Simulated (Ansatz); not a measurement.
Run times of several calculations on YH3O3

Cell: 14 atoms, space group P6_3/m, a = 6.261 Å, b = 6.261 Å, c = 3.544 Å, α = 90.00°, β = 90.00°, γ = 120.00°.

All runs are DFT with Ansatz 0.2.0 on 1 thread of Intel Xeon Platinum 8488C (Sapphire Rapids) (x86_64; 16 cores open to the job, memory cap 3.0 GiB, no GPU), a shared host.

Problem. Rank the runs by wall time, shortest first.
A. single point at relaxed positions, r2SCAN, gradients read without the response of the cores, 500 eV, 5×5×7 k-points, smearing 0.02 eV
B. single point at relaxed positions, PBE with spin–orbit coupling, gradients read without the response of the cores, 420 eV, 5×5×7 k-points, smearing 0.02 eV
C. relaxation of the ions, PBE, gradients read without the response of the cores, 420 eV, 5×5×7 k-points, smearing 0.02 eV

Solution. A (12 s, 0.72 GiB), C (23 s, 0.46 GiB), B (40 s, 0.77 GiB).
